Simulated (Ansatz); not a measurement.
Sb:

```
CELL_PARAMETERS angstrom
-1.57654 1.57654 2.71194
1.57654 -1.57654 2.71194
1.57654 1.57654 -2.71194
ATOMIC_POSITIONS crystal
Sb 0.00000 0.00000 0.00000
```

This isn't the form of Sb at room conditions, which is rhombohedral.

Base run:

```yaml
Program: Ansatz 0.2.0
Functional: PBEsol
Potentials_or_basis: all-electron LAPW, scalar-relativistic
Cutoff: 185 eV
Density_cutoff: 742 eV
Basis_error_allowed: 0.001 eV/atom
k_mesh: 12 × 12 × 12
Occupations: gaussian, width 0.05 eV
Spin: no spin polarisation
```

Its results: band gap on the k mesh none (metal or under the smearing width); pressure -1.3 GPa.

Question: The run is repeated on the same cell with these changes: k mesh from 12 × 12 × 12 to 7 × 7 × 7; occupations from gaussian, width 0.05 eV to fermi-dirac, width 0.03 eV. What comes out?

Answer: Band gap on the k mesh none (metal or under the smearing width); pressure -0.5 GPa.

Caveats: some runs use coarse meshes; the k mesh is thin for a metal, which can move the energy by tens of meV per atom (some runs).

Not every run made on this cell is shown here.
